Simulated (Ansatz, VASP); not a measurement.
# Cd in VASP and in Ansatz

Contents of INCAR:

```
SYSTEM = Cd
ALGO     = Normal         ! electronic algorithm
EDIFF    = 1E-6           ! SCF threshold, eV
ENCUT    = 520            ! plane-wave cutoff, eV
GGA      = PE             ! functional
ISIF     = 2              ! what is computed and relaxed
ISMEAR   = -1             ! smearing method
LASPH    = .TRUE.         ! aspherical terms in the spheres
LCHARG   = .FALSE.        ! write CHGCAR
LREAL    = .FALSE.        ! projectors in reciprocal space
LWAVE    = .FALSE.        ! write WAVECAR
NBANDS   = 19             ! bands
NELM     = 100            ! most SCF steps
PREC     = Accurate       ! precision mode
SIGMA    = 0.05           ! smearing width, eV
```

KPOINTS

```
k-points
0
G
  14 14 8
  0 0 0
```

The input POSCAR:

```
Cd
1.0
    3.0615656364      0.0000000000      0.0000000000
   -1.5307828182      2.6513936165      0.0000000000
    0.0000000000      0.0000000000      5.5917793960
Cd
2
Direct
    0.3333333333      0.6666666667      0.2500000000
    0.6666666667      0.3333333333      0.7714600741
```

Input for Ansatz:

```yaml
crystal:
  lattice:
    - [3.0615656364, 0.0, 0.0]
    - [-1.5307828182, 2.6513936165, 0.0]
    - [0.0, 0.0, 5.591779396]
  atoms:
    - { symbol: Cd, position: [0.3333333333, 0.6666666667, 0.25] }
    - { symbol: Cd, position: [0.6666666667, 0.3333333333, 0.7714600741] }
kpoints:
  mp_grid: { grid: [14, 14, 8] }
scf:
  occupations: { method: fermi_dirac, width: 0.05 }
hamiltonian:
  xc: pbe
  pseudopotentials: { kind: all_electron, lapw: { basis_error: 0.0005 } }
output:
  forces: true
  stress: true
  eigenvalues: true
```

Alike in both runs: task single point; functional PBE; k mesh 14 × 14 × 8; occupations fermi-dirac, width 0.05 eV; no spin polarisation.

```csv
,VASP,Ansatz
version,VASP 6.6.1,Ansatz 0.2.0
potentials or method,"VASP PAW PBE potentials, release 64 (Cd)","all-electron LAPW, scalar-relativistic"
plane-wave cutoff (eV),520,see its input
```

|  | VASP | Ansatz | Ansatz less VASP |
| --- | --- | --- | --- |
| pressure (GPa) | 0.5 | 0.2 | -0.26 |
| largest component of the traceless stress (GPa) | 0.02 | 0.12 | +0.099 |
| rms of the force components (eV/Å) | 0.139 | 0.136 | -0.0032 |

Atom by atom the forces differ by 0.003 eV/Å (rms over components). Ansatz ran all-electron here, so the differences hold the error of VASP's frozen core and of both bases.
